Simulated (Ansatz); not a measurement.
We consider α-phase Li₃N, described by r²SCAN+rVV10 (Ansatz, an electronic-structure program, PAW).

Numerical settings: plane-wave cutoff 560 eV, 12×12×10 k mesh (along the axes of the cell as run), Fermi–Dirac smearing 0.01 eV, scalar-relativistic PAW data made under PBE.

Results at a series of volumes:

```
V (Å³/atom)  E − E_lowest (meV/atom)
-----------  -----------------------
10.393                          3.28
10.609                          0.80
10.826                          0.00
11.042                          0.74
11.259                          2.88
```

Problem. Estimate the bulk modulus and its pressure derivative from these points.

Solution. V0 = 10.826 Å³/atom, B0 = 56.8 GPa, B′ = 3.8 (fit to the energies at full precision).

Shape and atoms are relaxed at each volume.

Note: the bulk modulus comes from volumes at which shape and atoms were relaxed.

The computed numbers hold no vibrational or temperature effects.
